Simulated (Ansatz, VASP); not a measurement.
**One calculation of Pb, two programs**

```
Pb
1.0
     0.00000    2.47502    2.47502
     2.47502    0.00000    2.47502
     2.47502    2.47502    0.00000
Pb
1
Cartesian
  0.0000 0.0000 0.0000
```

Alike in both runs: task single point; functional r2SCAN; dispersion rVV10; k mesh 6 × 6 × 6; occupations gaussian, width 0.1 eV; no spin polarisation.

|  | VASP | Ansatz |
| --- | --- | --- |
| version | VASP 6.6.1 | Ansatz 0.2.0 |
| potentials or method | VASP PAW PBE potentials, release 64 (Pb_d) | scalar-relativistic, plane waves, PAW |
| plane-wave cutoff (eV) | 520 | 500 |
| valence electrons in the cell | 14 | 14 |

|  | VASP | Ansatz | Ansatz less VASP |
| --- | --- | --- | --- |
| gap on the k mesh at the Fermi level (eV) | none | none | - |
| pressure (GPa) | 1.2 | 1.0 | -0.18 |

A gap of «none» marks a metal or a gap that the smearing closes.

Caveats: the k mesh is coarse (spacing up to 0.37 Å⁻¹), so the values aren't converged; the PAW data sets were made with another functional, which shifts forces and pressure a little (VASP). Spin-orbit coupling is left out, which matters for the levels of Pb.
